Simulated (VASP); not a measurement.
# Be (P6_3/mmc) in VASP: further runs

Runs on Be. Level: LDA. Tasks: single point.

All numbers are computed with VASP 6.6.1; they aren't measurements. Logs are shortened: lines on timing, memory, paths and dates and some standing lists are left out, and cuts for length are marked.

### 1 The structure

The structure is hexagonal, space group P6_3/mmc (No. 194). The conventional cell has a = 2.285 Å, b = 2.285 Å, c = 3.584 Å, α = 90.00°, β = 90.00°, γ = 120.00°. Be (site symmetry -6m2) has 12 Be at 2.23 to 2.29 Å as nearest neighbours.

### 2 Single point, LDA

Input file INCAR:

```
  ADDGRID = F
  ALGO = Normal
  EDIFF = 1E-6
  ENCUT = 650
  GGA = CA
  ISIF = 2
  ISMEAR = 1
  LASPH = T
  LCHARG = F
  LREAL = F
  LWAVE = F
  NELM = 100
  PREC = Accurate
  SIGMA = 0.2
```

Input file KPOINTS:

```
k-points
0
Gamma
  11 11 7
```

Input file POSCAR:

```
Be
1.0
    2.2853000000      0.0000000000      0.0000000000
   -1.1426500000      1.9791278553      0.0000000000
    0.0000000000      0.0000000000      3.5842000000
Be
2
Direct
    0.6556040000      0.3139550000      0.7387090000
    0.3030700000      0.6820070000      0.2728280000
```

Potentials or basis: VASP PAW LDA potentials, release 64 (Be).

Command:

```console
> cat potpaw_LDA.64/Be/POTCAR > POTCAR
> mpirun -np 1 vasp_std > vasp.out
```

OUTCAR:

```text
EDIFF = 1E-6
   ENCUT = 650
   GGA = CA
   ISIF = 2
   ISMEAR = 1
   LASPH = T
   LREAL = F
   NELM = 100
   PREC = Accurate

 Found    424 irreducible k-points:

 Following reciprocal coordinates:
            Coordinates               Weight
  0.000000  0.000000  0.000000      1.000000
  0.090909  0.000000  0.000000      2.000000
  0.000000  0.090909  0.000000      2.000000
 -0.090909  0.090909  0.000000      2.000000
  0.181818  0.000000  0.000000      2.000000
  0.000000  0.181818  0.000000      2.000000
   k-points           NKPTS =    424   k-points in BZ     NKDIM =    424   number of bands    NBANDS=      6
   number of dos      NEDOS =    301   number of ions     NIONS =      2
   total plane-waves  NPLWV =  12000
   dimension x,y,z NGX =    20 NGY =   20 NGZ =   30
   dimension x,y,z NGXF=    40 NGYF=   40 NGZF=   60
   ions per type =               2
   NGX,Y,Z   is equivalent  to a cutoff of  14.55, 14.55, 13.91 a.u.
   NGXF,Y,Z  is equivalent  to a cutoff of  29.10, 29.10, 27.83 a.u.
 SYSTEM =  unknown system
   PREC   = accura    normal or accurate (medium, high low for compatibility)
   ISTART =      0    job   : 0-new  1-cont  2-samecut
   ICHARG =      2    charge: 1-file 2-atom 10-const
   ISPIN  =      1    spin polarized calculation?
   LNONCOLLINEAR =      F non collinear calculations
   LSORBIT =      F    spin-orbit coupling
   LASPH  =      T    aspherical Exc in radial PAW
   ENCUT  =  650.0 eV  47.77 Ry    6.91 a.u.   4.75  4.75  7.45*2*pi/ulx,y,z
   NELM   =    100;   NELMIN=  2; NELMDL= -5     # of ELM steps
   EDIFF  = 0.1E-05   stopping-criterion for ELM
   LREAL  =      F    real-space projection
   EDIFFG = 0.1E-04   stopping-criterion for IOM
   NSW    =      0    number of steps for IOM
   IBRION =     -1    ionic relax: 0-MD 1-quasi-New 2-CG
   NFREE  =      0    steps in history (QN), initial steepest desc. (CG)
   ISIF   =      2    stress and relaxation
   ISYM   =      2    0-nonsym 1-usesym 2-fastsym
   POTIM  = 0.5000    time-step for ionic-motion
   TEBEG  =    0.0;   TEEND  =   0.0 temperature during run
   PSTRESS=    0.0 pullay stress
   NELECT =       4.0000    total number of electrons
   NUPDOWN=      -1.0000    fix difference up-down
   EMIN   =  10.00;   EMAX   =-10.00  energy-range for DOS
   EFERMI =   0.00;   METHOD = LEGACY
   ISMEAR =     1;   SIGMA  =   0.20  broadening in eV -4-tet -1-fermi 0-gaus
   EFERMI_NEDOS =   21; number of points for ismear=-14 and -15
   IALGO  =     38    algorithm
   IMIX   =      4    mixing-type and parameters
     AMIX     =   0.40;   BMIX     =  1.00
     AMIX_MAG =   1.60;   BMIX_MAG =  1.00
  volume/ion in A,a.u.               =       8.11        54.70
  Fermi-wavevector in a.u.,A,eV,Ry     =   1.026814  1.940397 14.345258  1.054347
  Thomas-Fermi vector in A             =   2.160726
   LORBIT       =      0    0 simple, 1 ext, 2 COOP (PROOUT), +10 PAW based schemes
   GGA     = CA    functional components
   LHFCALC =     F    Hartree Fock is set to
   AEXX    =    0.0000 exact exchange contribution
   IVDW    =     0    specifies the selected vdW correction
   LEPSILON=     F    determine dielectric tensor
   LRPA    =     F    only Hartree local field effects (RPA)
 non-spin polarized calculation
 Methfessel and Paxton  Order N= 1 SIGMA  =   0.20
  energy-cutoff  :      650.00
  volume of cell :       16.21
 maximum number of plane-waves:       633
   NGX =  9   NGY =  9   NGZ = 15

 number of electron       4.0000000 magnetization

 Free energy of the ion-electron system (eV)
  ---------------------------------------------------
  ext. energy  EPLUGINS =         0.00000000
  ---------------------------------------------------
  free energy    TOTEN  =        -8.30612037 eV

  energy without entropy =       -8.30508719  energy(sigma->0) =       -8.30577597

 E-fermi :   6.8145     XC(G=0): -10.5320

 val. band max:        6.8015397930   @ k =  -0.2727  -0.3636   0.2857
 cond. band min:       6.8419240588   @ k =  -0.2727  -0.4545   0.0000
 fundamental gap:      0.0403842658
 Fermi energy:         6.8145197408

 k-point     1 :       0.0000    0.0000    0.0000
  band No.  band energies     occupation
      1      -4.5076      2.00000
      2       2.2973      2.00000
      3       7.6956     -0.00000
      4      21.5185      0.00000
      5      22.2628      0.00000
      6      24.1499      0.00000

 k-point     2 :       0.0909    0.0000    0.0000
  band No.  band energies     occupation
      1      -4.2776      2.00000
      2       2.6016      2.00000
      3       7.7556     -0.00000
      4      20.0751      0.00000
      5      20.8674      0.00000
      6      24.3271      0.00000

 k-point     3 :       0.0000    0.0909    0.0000
  band No.  band energies     occupation
      1      -4.2776      2.00000
      2       2.6020      2.00000
      3       7.7533     -0.00000
      4      20.0734      0.00000
      5      20.8704      0.00000
      6      24.4395      0.00000

 k-point     4 :      -0.0909    0.0909    0.0000
  band No.  band energies     occupation
      1      -4.2771      2.00000
      2       2.5993      2.00000
      3       7.7685     -0.00000
      4      20.2601      0.00000
      5      20.5121      0.00000
      6      24.4397      0.00000

 k-point     5 :       0.1818    0.0000    0.0000
  band No.  band energies     occupation
      1      -3.5864      2.00000
      2       3.5118      2.00000
      3       7.8735     -0.00000
      4      16.8607      0.00000
      5      18.9281      0.00000
      6      23.9218      0.00000

 k-point     6 :       0.0000    0.1818    0.0000
  band No.  band energies     occupation
      1      -3.5866      2.00000
      2       3.5138      2.00000
      3       7.8614     -0.00000
      4      16.8939      0.00000
      5      18.9276      0.00000
      6      23.9826      0.00000

 [... further k-points ...]

------------------------ aborting loop because EDIFF is reached ----------------------------------------

  FORCE on cell =-STRESS in cart. coord.  units (eV):
  Direction    XX          YY          ZZ          XY          YZ          ZX
  --------------------------------------------------------------------------------------
  -------------------------------------------------------------------------------------
  Total       -0.9765778     -0.6068698     -0.3813139      0.2319772      0.1192912     -0.1323697
  in kB      -96.5179572    -59.9786640    -37.6863334     22.9269665     11.7898866    -13.0824754
  external PRESSURE =     -64.7276515 kB  Pullay stress =       0.0000000 kB

 VOLUME and BASIS-vectors are now :
 -----------------------------------------------------------------------------
  energy-cutoff  :      650.00
  volume of cell :       16.21
      direct lattice vectors                 reciprocal lattice vectors
     2.285300000  0.000000000  0.000000000     0.437579311  0.252636533  0.000000000
    -1.142650000  1.979127855  0.000000000     0.000000000  0.505273066  0.000000000
     0.000000000  0.000000000  3.584200000     0.000000000  0.000000000  0.279002288

 POSITION                                       TOTAL-FORCE (eV/Angst)
 -----------------------------------------------------------------------------------
      1.13951      0.62136      2.64768        -0.247149      0.232195      0.893307
     -0.08669      1.34978      0.97787         0.247149     -0.232195     -0.893307
 -----------------------------------------------------------------------------------
    total drift:                                0.000000     -0.000000      0.000000

  FREE ENERGIE OF THE ION-ELECTRON SYSTEM (eV)
  ---------------------------------------------------
  free  energy   TOTEN  =        -8.3061203652 eV

  energy  without entropy=       -8.3050871907  energy(sigma->0) =       -8.30577597
```

Run time: 15 s. Hardware: 1 thread of AMD EPYC 9R45 (Zen 5), shared host; peak memory 0.13 GiB.

The run converged, but some of its settings lie outside the range that counts as converged, so its numbers aren't taken as properties of the crystal.

What came out:

| Quantity | Value |
| --- | --- |
| Free energy | -8.3061 eV |
| Pressure | -6.5 GPa |
| Largest force | 0.956 eV/Å |
| Band gap on the k mesh | none (metal or under the smearing width) |

### 3 Single point, LDA

Edit INCAR of step 2 so:

```diff
@@ -3,3 +3,3 @@
   EDIFF = 1E-6
-  ENCUT = 650
+  ENCUT = 460
   GGA = CA
```

Input file KPOINTS:

```
k-points
0
Gamma
  14 14 8
```

Input file POSCAR:

```
Be
1.0
    2.2853000000      0.0000000000      0.0000000000
   -1.1426500000      1.9791278553      0.0000000000
    0.0000000000      0.0000000000      3.5842000000
Be
2
Direct
    0.6666666667      0.3333333333      0.7500000000
    0.3333333333      0.6666666667      0.2500000000
```

Potentials or basis: VASP PAW LDA potentials, release 64 (Be).

Command:

```console
> cat potpaw_LDA.64/Be/POTCAR > POTCAR
> mpirun -np 1 vasp_std > vasp.out
```

Wall time 2.7 s (1 thread of AMD EPYC 9R45 (Zen 5), shared host); peak memory 0.08 GiB.

The run converged, but some of its settings lie outside the range that counts as converged, so its numbers aren't taken as properties of the crystal.

Results:

```
Free energy            : -8.3820 eV
Pressure               : -7.9 GPa
Band gap on the k mesh : none (metal or under the smearing width)
```

[end of part 1 of 2]
